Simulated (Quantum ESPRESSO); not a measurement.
Here is a Quantum ESPRESSO 7.5 calculation.

The input pw.in:

```
&CONTROL
  calculation = 'vc-relax'
  prefix = 'pwscf'
  outdir = './tmp'
  pseudo_dir = './pseudo'
  tprnfor = .true.
  tstress = .true.
  disk_io = 'low'
  nstep = 40
  forc_conv_thr = 0.0004
  etot_conv_thr = 1d-05
/
&SYSTEM
  ibrav = 0
  celldm(1) = 8
  nat = 2
  ntyp = 2
  ecutwfc = 45
  ecutrho = 360
  nbnd = 17
  occupations = 'smearing'
  smearing = 'fd'
  degauss = 0.00367493
/
&ELECTRONS
  conv_thr = 4d-10
  electron_maxstep = 120
  mixing_beta = 0.3
/
&IONS
  ion_dynamics = 'bfgs'
/
&CELL
  cell_dynamics = 'bfgs'
  press = 0
  press_conv_thr = 0.3
/
ATOMIC_SPECIES
Ti    47.8670 ti_pbesol_v1.4.uspp.F.UPF
Si    28.0850 si_pbesol_v1.uspp.F.UPF
CELL_PARAMETERS alat
  0.4290098766963  -0.5002161743668   0.0000000000000
  0.4290098766963   0.5002161743668   0.0000000000000
  0.0000000000000   0.0000000000000   0.8985491820190
ATOMIC_POSITIONS crystal
Ti     0.5000000000    0.5000000000    0.0000000000
Si     0.0000000000    0.0000000000    0.5000000000
K_POINTS automatic
10 10 7 0 0 0
HUBBARD {ortho-atomic}
U Ti-3d 8.0
```

Potentials or basis: GBRV 1.5 PBEsol.

Command:

```bash
$ OMP_NUM_THREADS=1 mpirun -n 2 pw.x -nk 2 -in pw.in > pw.out
```

(1) Predict the relaxed volume.

(2) Estimate the band gap on the k mesh.

## Answers

(1) 17.24 Å³/atom.

(2) none (metal or under the smearing width).

Caveat: the volume moved by over 15 % at a fixed basis, so the end points are rough; U without spin polarisation on a metal has little footing; the U is typed as a test and isn't derived for this compound.
